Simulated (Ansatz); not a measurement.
Theory: DFT PBE, scalar-relativistic, plane waves, PAW in Ansatz 0.2.0. All cells share a 420 eV cutoff and Γ-centred k meshes spaced at most about 0.3 Å⁻¹ (about 0.25 or finer for metals, 2π included). No spin polarisation.

Energies over the elements count from the elements' standard structures at the same level, with no fitted energy shifts.

All energies are static (0 K, no zero-point motion). Only the structures computed here compete, so a lower one can exist.

A search for Al₂Cu₃ gave 6 distinct relaxed structures. Coordination counts all near atoms (those within 1.25 times the shortest distance at each site). Cells relaxed within their symmetry can be saddle points.

Problem. What is the best candidate for Al₂Cu₃?

Solution. The one with Al and Cu ordered on bcc sites, space group R-3m (No. 166), reached from: Al and Cu ordered on bcc sites. It has a = 4.168 Å, c = 12.996 Å, 13.0 Å³/atom, no gap on the mesh. Al is surrounded by 7 Cu at 2.54–2.58 Å, 1 Al at 2.68 Å, 3 Al at 2.92 Å and 3 Cu at 2.98 Å; Cu on a site of symmetry 3m is surrounded by 4 Cu at 2.55–2.58 Å, 4 Al at 2.58 Å, 3 Cu at 2.98 Å and 3 Al at 2.98 Å; Cu on a site of symmetry -3m is surrounded by 6 Al at 2.54 Å, 2 Cu at 2.58 Å and 6 Cu at 2.98 Å. Its energy over the elements is −0.17 eV/atom. Whether it is stable depends on the other phases of the system, which aren't compared here. An observed structure of this formula, if there is one, may be missing.

```yaml
crystal:
  lattice:
    - [2.08396, 1.20317, 4.33198]
    - [-2.08396, 1.20317, 4.33198]
    - [0.00000, -2.40635, 4.33198]
  atoms:
    - { symbol: Al, position: [0.89700, 0.89700, 0.89700] }
    - { symbol: Al, position: [0.10300, 0.10300, 0.10300] }
    - { symbol: Cu, position: [0.30144, 0.30144, 0.30144] }
    - { symbol: Cu, position: [0.69856, 0.69856, 0.69856] }
    - { symbol: Cu, position: [0.50000, 0.50000, 0.50000] }
```

Problem. How much higher is the P-6m2 structure with 13.3 Å³/atom and coordination Al 12, Cu 12 (reached from: Al and Cu ordered on hcp sites)?

Solution. 73 meV/atom. It has no gap on its mesh.

Problem. How much higher is the P6_3/mmc structure with 13.6 Å³/atom and coordination Al 12, Cu 12 (reached from: Al and Cu ordered on hcp sites)?

Solution. 170 meV/atom. It has no gap on its mesh.
